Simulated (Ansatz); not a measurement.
# HfO2 monolayer (1T): modes against uniaxial strain along the armchair direction, normal to a, with the width clamped

Wanted: the shifts of the zone-centre modes of HfO2 monolayer (1T) with strain.

Method: DFT PBE, scalar-relativistic, plane waves, PAW; PAW set soft_1, in Ansatz 0.2.0.

## 1. The starting structure

The cell holds 3 atoms: 1 Hf and 2 O. Its edges and angles: a = 3.240 Å, b = 3.240 Å, c = 28.308 Å, α = 90.0°, β = 90.0°, γ = 120.0°. Vacuum lies along c. The height across the vacuum is the one that the program set for its solve, not the one typed.

Structure file:

```cif
data_structure
_symmetry_space_group_name_H-M 'P 1'
_symmetry_Int_Tables_number 1
_cell_length_a 3.2400
_cell_length_b 3.2400
_cell_length_c 28.3080
_cell_angle_alpha 90.000
_cell_angle_beta 90.000
_cell_angle_gamma 120.000
_cell_volume 257.35
loop_
_atom_site_label
_atom_site_type_symbol
_atom_site_fract_x
_atom_site_fract_y
_atom_site_fract_z
_atom_site_occupancy
Hf1 Hf 0.00000 0.00000 0.35326 1
O2 O 0.33333 0.66667 0.39307 1
O3 O 0.66667 0.33333 0.31344 1
```

## 2. A rough relaxation first

The start is far from rest, so a relaxation with loose tolerances brings it close first. The program lengthens the typed cell of 20.0 Å along the normal to 28.3 Å, as its cut-off of the electrostatics needs, and moves no atom.

The input, input.yaml:

```yaml
crystal:
  lattice:
    - [3.24, 0.0, 0.0]
    - [-1.62, 2.80592, 0.0]
    - [0.0, 0.0, 20.0]
  atoms:
    - { symbol: Hf, position: [0.0, 0.0, 0.5] }
    - { symbol: O, position: [0.333333, 0.666667, 0.55635] }
    - { symbol: O, position: [0.666667, 0.333333, 0.44365] }
  periodic: [true, true, false]
kpoints:
  mp_grid: { grid: [9, 9, 1] }
hamiltonian:
  xc: pbe
  pseudopotentials: { kind: paw, azcp: { folder: soft_1 } }
scf:
  occupations: { method: gaussian, width: 0.1 }
output:
  forces: true
  stress: true
  eigenvalues: true
relax:
  adjacent_minimum: "off"
  f_tol: 0.05
  max_steps: 80
  cell: { stress_2d_tol: 0.02 }
```

The run is started by

```console
ansatz run input.yaml --threads 4 --pin off --max-ram 16384MiB --backend cpu --events-out ev --progress --plain --runs-dir out
```

Numbers of over 12 decimals in the logs are rounded to 6 here.

The log of the run:

```text
[...]
F+E_penalty+E_count = -16861.84206838 eV   max|allowed force component| = 1.118e-4 eV/Å   (the final SCF, on the basis selected at the relaxed cell)
  cell:  # Å, volume = 259.3243 Å³
    - [3.252383, 0.0, 0]
    - [-1.626192, 2.816647, 0]
    - [0, 0, 28.308]
  atoms:
    - { symbol: Hf, position: [0, 0, 0.353257] }
    - { symbol: O, position: [0.333333, 0.666667, 0.387525] }
    - { symbol: O, position: [0.666667, 0.333333, 0.318990] }
[key lines of the parts left out:]
SCF converged after 7 iterations
Free energy (F): -16861.842068 eV
Fermi energy:    -5.418576 eV
P = ½ c Tr σ = 0.0007 N/m
```

The job ended after 14 s (4 threads of Arm Neoverse V1, shared host; peak memory 0.57 GiB).

Relaxation path:

```tsv
step	energy less that of the first step (eV)	largest force component (eV/Å)	volume (Å³)
1	0.0000	2.3773	257.35
2	-0.3512	0.5763	260.75
3	-0.3716	0.0400	259.91
4	-0.3721	0.0022	259.32
5	-0.3721	0.0001	259.27
6*	-0.3730	0.0002	259.27
7	-0.3730	0.0001	259.32
8*	-0.3730	0.0001	259.32
```

Relaxation steps marked * repeat the geometry before them on a plane-wave basis chosen anew for their cell, so energy and pressure can jump there.

The run keeps the 12 symmetry operations that it works with, so distortions that break them were not tested.

```tsv
cell as run	before	after	change
a (Å)	3.240	3.252	+0.4 %
b (Å)	3.240	3.252	+0.4 %
```

The atoms that moved most (Å, along periodic axes as changes of fractional coordinates times the final cell, across vacuum about the mean position):

```tsv
atom	dx	dy	dz	length
O3	0.000	0.000	0.157	0.157
O2	0.000	0.000	-0.157	0.157
```

Final coordinates:

```xyz
3
Lattice="3.2524 0.0000 0.0000 -1.6262 2.8166 0.0000 0.0000 0.0000 28.3080" Properties=species:S:1:pos:R:3
Hf    0.0000    0.0000   10.0000
O     0.0000    1.8778   10.9700
O     1.6262    0.9389    9.0300
```

This step gave:

```
gap on the k-mesh : 4.871 eV
area per atom     : 3.054 Å²
```

The relaxation ends with a largest force component of 1.1e-4 eV/Å.

## 3. Bringing the structure to rest

The cell and atoms are relaxed, since residual forces and stress would shift the frequencies.

The input, input.yaml:

```yaml
crystal:
  lattice:
    - [3.2523832784, 0.0, 0.0]
    - [-1.6261916392, 2.816646542, 0.0]
    - [0.0, 0.0, 28.308]
  atoms:
    - { symbol: Hf, position: [0.0, 0.0, 0.3532570298] }
    - { symbol: O, position: [0.3333333333, 0.6666666667, 0.3875245385] }
    - { symbol: O, position: [0.6666666667, 0.3333333333, 0.3189895211] }
  periodic: [true, true, false]
kpoints:
  mp_grid: { grid: [9, 9, 1] }
hamiltonian:
  xc: pbe
  pseudopotentials: { kind: paw, azcp: { folder: soft_1 } }
scf:
  occupations: { method: gaussian, width: 0.02 }
output:
  forces: true
  stress: true
  eigenvalues: true
  write_density: true
  write_potential: true
  elf: true
  volumetric_format: npy
relax:
  adjacent_minimum: "off"
  f_tol: 0.005
  max_steps: 80
  cell: { stress_2d_tol: 0.02 }
```

The log of the run:

```text
[...]
Crystal: 3 atoms, lattice volume = 259.324 Å³
Basis set: ecut = 420 eV, 5159 PW (Γ), exchange–correlation on 48×48×384 points (8 copies of the dense FFT grid, shifted against one another)
Bands: 23, of which v1, the nominal top of the filled ones, is band 19 counted from 1 (18 counted from 0)
Symmetry: 12 space group operations
[...]
k-points: 12 of 81
[...]
SCF iter   1: F=—  HF=-16865.932362 eV  |F-HF|=—  |Δ(HF+E_count)|=         —  Δρ=7.32e-2  dr2=1.49e1  ethr=3.10e-3  ⟨swp⟩=11.2  Hψ=1857  notcnv=0
[...]
SCF iter  10: F=-16861.842068 eV  HF=-16861.842068 eV  |F-HF|=1.10e-8  |Δ(HF+E_count)|=   2.22e-7  Δρ=2.02e-6  dr2=1.39e-8  ethr=2.63e-10  ⟨swp⟩=16.4  Hψ=3774  notcnv=0
SCF 1 converged in 10 iterations: F = -16861.842068 eV  dr2 = 1.39e-8
[...]
relax step   1: F+E_penalty+E_count = -16861.84206837 eV  Δ(F+E_penalty+E_count) = +0.000e0 eV  max|allowed force component| = 9.617e-5 eV/Å  Δτ_max = 0.0000 Å  P = +0.000 N/m  Ω = 259.324 Å³  fix = [c, alpha, beta]  reactions: c +0.000 N/m  (10 SCF iters, dr2 threshold 1.00e-7 eV, accepted)
[...]
SCF iter   6: F=-16861.842068 eV  HF=-16861.842068 eV  |F-HF|=9.46e-11  |Δ(HF+E_count)|=  3.27e-11  Δρ=2.67e-8  dr2=1.35e-12  ethr=1.00e-12  ⟨swp⟩=11.5  Hψ=2355  notcnv=0
SCF 2 converged in 6 iterations: F = -16861.842068 eV  dr2 = 1.35e-12
relax step   2: F+E_penalty+E_count = -16861.84206838 eV  Δ(F+E_penalty+E_count) = -7.174e-9 eV  max|allowed force component| = 1.137e-4 eV/Å  Δτ_max = 0.0000 Å  P = +0.001 N/m  Ω = 259.324 Å³  fix = [c, alpha, beta]  reactions: c +0.000 N/m  stress off target by 6.98e-4 N/m on what of the cell is left free  SCF on the basis re-selected at this cell (its energy is not comparable with the rows above)  (6 SCF iters)
[...]
SCF converged after 6 iterations
Free energy (F): -16861.842068 eV
[...]
Internal energy: -16861.842068 eV  (E = F + TS)
E sigma→0 (E₀):  -16861.842068 eV
Fermi energy:    -5.419262 eV
[...]
--- Forces (eV/Å), atoms counted from 1 ---
  atom   1  Hf    -0.00000000     0.00000000     0.00000000
  atom   2  O     -0.00000000    -0.00000000    -0.00011368
  atom   3  O      0.00000000     0.00000000     0.00011368
  max |Σ_I F_I| component: 2.31e-18 eV/Å
--- 2D stress c σ (N/m, compression-positive) ---
        0.000698       0.000000       0.000000
        0.000000       0.000698       0.000000
        0.000000       0.000000       0.000000
  P = ½ c Tr σ = 0.0007 N/m
--- Band table (eV; the first three rows and the last of 12) ---
  k-point 0: bands = [... 15 lower, -11.0435, -8.4263, -8.0522, -8.0522, -2.7116, -2.7116, -2.3712, -0.5496]
  k-point 1: bands = [... 15 lower, -10.9052, -8.5701, -8.2332, -8.2251, -2.7354, -2.4301, -2.0134, -0.4354]
  k-point 2: bands = [... 15 lower, -10.6340, -9.3589, -8.5706, -7.9543, -2.8193, -1.7906, -1.5547, -0.1941]
  k-point 11: bands = [... 15 lower, -10.6839, -8.9210, -8.9210, -8.4979, -2.7940, -1.4562, -1.4562, 2.1198]
--- Relaxed structure (1 steps of the walk, 1 accepted, 1 SCFs on fresh bases) ---
[...]
cell:  # Å, volume = 259.3243 Å³
    - [3.252383, 0.0, 0.0]
    - [-1.626192, 2.816647, 0.0]
    - [0.0, 0.0, 28.308]
  atoms:
    - { symbol: Hf, position: [0.0, 0.0, 0.353257] }
    - { symbol: O, position: [0.333333, 0.666667, 0.387525] }
    - { symbol: O, position: [0.666667, 0.333333, 0.318990] }
```

The job ended after 4.3 s (4 threads; peak memory 0.58 GiB; 15 s of CPU time).

Little changed from the start: no atom moved by 0.005 Å and no cell edge by 0.1 %.

Electrostatic potential energy in the ac plane at fractional y = 0.000, with atoms of Hf within 0.2 Å of it. With pseudopotentials it is smooth inside the atoms' cores, unlike the true potential.

Ten even steps from '0' (-23 eV) to '9' (0 eV), each cell a mean:
```
99999999999999999
99999999999999999
99999999999999999
99999999999999999
99999999999999999
99999999999999999
99999999999999999
99999999999999999
99999999999999999
99999999999999999
99999999999999999
99999999999999999
99999999999999999
99999999999999999
33345778888775433
00000146776410000
44456788888876544
99999999999999999
99999999999999999
99999999999999999
99999999999999999
99999999999999999
99999999999999999
99999999999999999
```
Columns run along a (3.3 Å; values clipped at the 3rd and 97th percentile), rows up along c (28.3 Å). Atoms in or near the plane, at fractional coordinates: Hf at (0.00, 0.35).

Valence density in the ac plane at fractional y = 0.000, with atoms of Hf within 0.2 Å of it. It is the smooth field of the valence electrons, not physical close to the nuclei.

Ten steps, logarithmic in the rise over the least value, from '0' (0 e/Å³) to '9' (33 e/Å³), each cell a mean:
```
00000000000000000
00000000000000000
00000000000000000
00000000000000000
00000000000000000
00000000000000000
00000000000000000
00000000000000000
00000000000000000
00000000000000000
00000000000000000
00000000000000000
00000000000000000
00000000000000000
33211111111111123
99753211111123579
22110011111100112
00000000000000000
00000000000000000
00000000000000000
00000000000000000
00000000000000000
00000000000000000
00000000000000000
```
Columns run along a (3.3 Å), rows up along c (28.3 Å). Atoms in or near the plane, at fractional coordinates: Hf at (0.00, 0.35).

ELF in the ac plane at fractional y = 0.000, with atoms of Hf within 0.2 Å of it. It is the smooth field of the valence electrons, not physical close to the nuclei.

Values, 24 rows by 14 columns, each cell a mean:
```
0.00 0.00 0.00 0.00 0.00 0.00 0.00 0.00 0.00 0.00 0.00 0.00 0.00 0.00
0.00 0.00 0.00 0.00 0.00 0.00 0.00 0.00 0.00 0.00 0.00 0.00 0.00 0.00
0.00 0.00 0.00 0.00 0.00 0.00 0.00 0.00 0.00 0.00 0.00 0.00 0.00 0.00
0.00 0.00 0.00 0.00 0.00 0.00 0.00 0.00 0.00 0.00 0.00 0.00 0.00 0.00
0.00 0.00 0.00 0.00 0.00 0.00 0.00 0.00 0.00 0.00 0.00 0.00 0.00 0.00
0.00 0.00 0.00 0.00 0.00 0.00 0.00 0.00 0.00 0.00 0.00 0.00 0.00 0.00
0.00 0.00 0.00 0.00 0.00 0.00 0.00 0.00 0.00 0.00 0.00 0.00 0.00 0.00
0.00 0.00 0.00 0.00 0.00 0.00 0.00 0.00 0.00 0.00 0.00 0.00 0.00 0.00
0.00 0.00 0.00 0.00 0.00 0.00 0.00 0.00 0.00 0.00 0.00 0.00 0.00 0.00
0.00 0.00 0.00 0.00 0.00 0.00 0.00 0.00 0.00 0.00 0.00 0.00 0.00 0.00
0.00 0.00 0.00 0.00 0.00 0.00 0.00 0.00 0.00 0.00 0.00 0.00 0.00 0.00
0.00 0.00 0.00 0.00 0.00 0.00 0.00 0.00 0.00 0.00 0.00 0.00 0.00 0.00
0.00 0.00 0.00 0.00 0.00 0.00 0.00 0.00 0.00 0.00 0.00 0.00 0.00 0.00
0.01 0.01 0.02 0.04 0.09 0.15 0.18 0.19 0.18 0.13 0.08 0.04 0.02 0.01
0.29 0.26 0.20 0.16 0.25 0.45 0.57 0.60 0.56 0.41 0.22 0.16 0.21 0.27
0.84 0.83 0.76 0.54 0.22 0.13 0.22 0.26 0.20 0.13 0.27 0.58 0.78 0.84
0.19 0.17 0.13 0.14 0.26 0.46 0.57 0.60 0.56 0.42 0.23 0.13 0.14 0.17
0.01 0.01 0.01 0.03 0.06 0.10 0.13 0.14 0.13 0.09 0.06 0.03 0.01 0.01
0.00 0.00 0.00 0.00 0.00 0.00 0.00 0.00 0.00 0.00 0.00 0.00 0.00 0.00
0.00 0.00 0.00 0.00 0.00 0.00 0.00 0.00 0.00 0.00 0.00 0.00 0.00 0.00
0.00 0.00 0.00 0.00 0.00 0.00 0.00 0.00 0.00 0.00 0.00 0.00 0.00 0.00
0.00 0.00 0.00 0.00 0.00 0.00 0.00 0.00 0.00 0.00 0.00 0.00 0.00 0.00
0.00 0.00 0.00 0.00 0.00 0.00 0.00 0.00 0.00 0.00 0.00 0.00 0.00 0.00
0.00 0.00 0.00 0.00 0.00 0.00 0.00 0.00 0.00 0.00 0.00 0.00 0.00 0.00
```
Columns run along a (3.3 Å), rows up along c (28.3 Å). Atoms in or near the plane, at fractional coordinates: Hf at (0.00, 0.35).

## 4. Tight relaxation

Phonons need small forces and stress, so the relaxation is finished with tight tolerances on 9×9×1 k points.

input.yaml, the sections that differ from step 3:

```yaml
scf:
  occupations: { method: fixed }
output:
  forces: true
  stress: true
  eigenvalues: true
relax:
  adjacent_minimum: "off"
  f_tol: 0.001
  max_steps: 60
  cell: { stress_2d_tol: 0.002 }
# crystal, kpoints, hamiltonian: as in step 3
```

The log of the run:

```text
[...]
Crystal: 3 atoms, lattice volume = 259.324 Å³
Basis set: ecut = 420 eV, 5159 PW (Γ), exchange–correlation on 48×48×384 points (8 copies of the dense FFT grid, shifted against one another)
Bands: 23, of which v1, the nominal top of the filled ones, is band 19 counted from 1 (18 counted from 0)
Symmetry: 12 space group operations
[...]
k-points: 12 of 81
[...]
--- Relaxed structure (1 steps of the walk, 1 accepted, 1 SCFs on fresh bases) ---
[...]
cell:  # Å, volume = 259.3243 Å³
    - [3.252383, 0.0, 0.0]
    - [-1.626192, 2.816647, 0.0]
    - [0.0, 0.0, 28.308]
  atoms:
    - { symbol: Hf, position: [0.0, 0.0, 0.353257] }
    - { symbol: O, position: [0.333333, 0.666667, 0.387525] }
    - { symbol: O, position: [0.666667, 0.333333, 0.318990] }
[key lines of the parts left out:]
SCF converged after 9 iterations
Free energy (F): -16861.842068 eV
Fermi energy:    -7.854872 eV
P = ½ c Tr σ = 0.0007 N/m
```

The job ended after 4.5 s (4 threads; peak memory 0.58 GiB; 16 s of CPU time).

Little changed from the start: no atom moved by 0.005 Å and no cell edge by 0.1 %.

The largest force component left is 0.11 meV/Å, within the tolerances set.

## 5. Modes at rest

Phonons follow from the second derivative of the energy, found here by linear response.

The modes at rest are the reference of the series.

Edit input.yaml of step 4 so:

```diff
@@ -18,9 +18,4 @@
 output:
-  forces: true
-  stress: true
   eigenvalues: true
-relax:
-  adjacent_minimum: "off"
-  f_tol: 0.001
-  max_steps: 60
-  cell: { stress_2d_tol: 0.002 }
+phonons:
+  method: dfpt
```

The log of the run:

```text
Warning: crystal.symmetry: narrowed to the stabiliser of the run's FFT grids — unitary ops 12 → 6. A phonons.method: dfpt run fills in the rows of the dynamical matrix that it does not solve by its symmetry operations, which is exact only for operations that map its FFT grids onto themselves: filled in by any other, the frequencies could depend on the order in which like atoms are typed, or, by more than the grids' own error, on where the crystal sits among the grids' points. Excluded: 6 operations. The run can therefore solve more perturbations, solve them on more k-points, or both, and cost more. [rest of the remark cut]
[...]
Crystal: 3 atoms, lattice volume = 259.324 Å³
Basis set: ecut = 420 eV, 5159 PW (Γ), exchange–correlation on 48×48×384 points (8 copies of the dense FFT grid, shifted against one another)
Bands: 23, of which v1, the nominal top of the filled ones, is band 19 counted from 1 (18 counted from 0)
Symmetry: 12 space group operations
k-points: 25 of 81 (irreducible under 2 space group operations, time reversal used)
[...]
SCF iter   1: F=—  HF=-16865.931673 eV  |F-HF|=—  |Δ(HF+E_count)|=         —  Δρ=7.33e-2  dr2=1.49e1  ethr=3.10e-3  ⟨swp⟩=6.4  Hψ=2939  notcnv=0  defer=43
[...]
SCF iter  12: F=-16861.842068 eV  HF=-16861.842068 eV  |F-HF|=2.55e-11  |Δ(HF+E_count)|=  5.82e-11  Δρ=6.02e-8  dr2=4.98e-12  ethr=1.00e-12  ⟨swp⟩=21.0  Hψ=6515  notcnv=0
SCF 1 converged in 12 iterations: F = -16861.842068 eV  dr2 = 4.98e-12
[...]
DFPT response loops at Γ: preconditioner auto → none (the input reference at scf.mixing.eps_inf says where Resta's filter doesn't serve); β = 0.50; Broyden in place of MSR1
SCF converged after 12 iterations
Free energy (F): -16861.842068 eV
[...]
Internal energy: -16861.842068 eV  (E = F + TS)
E sigma→0 (E₀):  -16861.842068 eV
Fermi energy:    -7.854871 eV
[...]
--- Band table (eV; the first three rows and the last of 25) ---
  k-point 0: bands = [... 15 lower, -11.0435, -8.4263, -8.0522, -8.0522, -2.7116, -2.7116, -2.3712, -0.5496]
  k-point 1: bands = [... 15 lower, -10.9052, -8.5701, -8.2331, -8.2251, -2.7354, -2.4301, -2.0134, -0.4354]
  k-point 2: bands = [... 15 lower, -10.6340, -9.3589, -8.5706, -7.9543, -2.8193, -1.7906, -1.5547, -0.1941]
  k-point 24: bands = [... 15 lower, -10.2813, -9.2489, -9.1217, -7.9803, -2.4097, -2.0081, -1.1714, 1.1694]
--- Phonons (Γ-DFPT): 6 representative perturbations + reference, on 25 of 81 k-points (Σ response iterations 27) ---
  ASR residual: 7.713e-5 → 0.000e0 eV/Å²; symmetrization residual: 5.336e-6 eV/Å²
  The last average, over the group as it would stand without the narrowing to the FFT grids, took up to 1.527e-5 eV/Å² of the zone centre's force constants
  ASR residual per site (eV/Å²): 2.34e-5 5.45e-5 7.71e-5
  Γ frequencies (cm⁻¹): 0.00 0.00 0.00 257.22 257.22 505.07 505.07 522.27 537.73
  non-analytic LO–TO correction: not included (Born effective charges unavailable; polar crystals: no LO–TO splitting at Γ)
```

The job ended after 35 s (4 threads; peak memory 0.95 GiB).

This step gave:

```yaml
sum_rule_residual_before_enforcement: 7.71e-5 eV/Å²
point_group: -3m
highest_optical_mode_at_the_zone_centre_no_lo_to_term: 537.7 cm⁻¹
lowest_optical_zone_centre_mode: 257.2 cm⁻¹
```

Without the LO-TO term. Patterns of degenerate modes are one choice out of their space. Modes at Γ, with each element's share of the kinetic energy:

```tsv
mode	frequency (cm⁻¹)	symmetry	Hf %	O %
1	0.0	acoustic	85	15
2	0.0	acoustic	85	15
3	0.0	acoustic	85	15
4	257.2	Eu	15	85
5	257.2	Eu	15	85
6	505.1	Eg	0	100
7	505.1	Eg	0	100
8	522.3	A2u	15	85
9	537.7	A1g	0	100
```

Displacements in mode 5 (257.2 cm⁻¹), the largest set to 1:
```
Hf1  0.00 -0.18  0.00
O2   0.00  1.00  0.00
O3   0.00  1.00  0.00
```

Displacements in mode 6 (505.1 cm⁻¹), the largest set to 1:
```
Hf1  0.00  0.00  0.00
O2   0.00  1.00  0.00
O3   0.00 -1.00  0.00
```

Before it was imposed, the acoustic sum rule was missed by 7.7e-5 eV/Å². Small misses are needed for a sound result but don't prove that mesh and cutoff are converged. The lowest optical mode is real, 257 cm⁻¹.

## 6. A member of the series: uniaxial strain of +5 % along the armchair direction, normal to a, with the width clamped

The cell takes a uniaxial strain of +5 % along the armchair direction, normal to a, with the width clamped. The cell is held, and the atoms relax in it.

input.yaml, the sections that differ from step 5:

```yaml
crystal:
  lattice:
    - [3.2523832784, 0.0, 0.0]
    - [-1.6261916392, 2.957478869, 0.0]
    - [0.0, 0.0, 28.308]
  atoms:
    - { symbol: Hf, position: [0.0, 0.0, 0.3532570298] }
    - { symbol: O, position: [0.3324320805, 0.664864161, 0.3864863684] }
    - { symbol: O, position: [0.6675679195, 0.335135839, 0.3200276912] }
  periodic: [true, true, false]
output:
  forces: true
  stress: true
  eigenvalues: true
relax:
  adjacent_minimum: "off"
  f_tol: 0.001
  max_steps: 60
# kpoints, hamiltonian, scf: as in step 5
# phonons: removed
```

The log of the run:

```text
[...]
--- Relaxed structure (4 steps of the walk, 4 accepted, 0 SCFs on fresh bases) ---
  F+E_penalty+E_count = -16861.73475912 eV   max|allowed force component| = 6.279e-4 eV/Å
  cell:  # Å, volume = 272.2905 Å³
    - [3.2523832784, 0.0, 0.0]
    - [-1.6261916392, 2.957478869, 0.0]
    - [0.0, 0.0, 28.308]
  atoms:
    - { symbol: Hf, position: [0, 0, 0.353257] }
    - { symbol: O, position: [0.332541, 0.665082, 0.386238] }
    - { symbol: O, position: [0.667459, 0.334918, 0.320277] }
[key lines of the parts left out:]
SCF converged after 5 iterations
Free energy (F): -16861.734759 eV
Fermi energy:    -7.594277 eV
P = ½ c Tr σ = -4.3460 N/m
```

The job ended after 11 s (4 threads; peak memory 0.6 GiB; 43 s of CPU time).

The steps of the relaxation:

```tsv
step	energy less that of the first step (eV)	largest force component (eV/Å)
1	0.0000	0.1094
2	-0.0006	0.0548
3	-0.0008	0.0038
4	-0.0008	0.0006
```

The run keeps the 4 symmetry operations that it works with, so distortions that break them were not tested.

The relaxed structure:

```cif
data_structure
_symmetry_space_group_name_H-M 'P 1'
_symmetry_Int_Tables_number 1
_cell_length_a 3.2524
_cell_length_b 3.3751
_cell_length_c 28.3080
_cell_angle_alpha 90.000
_cell_angle_beta 90.000
_cell_angle_gamma 118.805
_cell_volume 272.29
loop_
_atom_site_label
_atom_site_type_symbol
_atom_site_fract_x
_atom_site_fract_y
_atom_site_fract_z
_atom_site_occupancy
Hf1 Hf 0.00000 0.00000 0.35326 1
O2 O 0.33254 0.66508 0.38624 1
O3 O 0.66746 0.33492 0.32028 1
```

This step gave:

* gap on the k-mesh: 4.623 eV
* area per atom: 3.206 Å²

The largest force component left is 0.63 meV/Å.

(Continued in part 2 of 2.)

[Logs are printed without paths, hosts, clocks, repeated set-up lines and the standing remarks that a program may print on its own settings, such as how far it seeks lower states.]

[Hosts, paths, dates, database ids (printed as entryN), source tags and the programs' standing remarks are cut or masked in the printed files.]
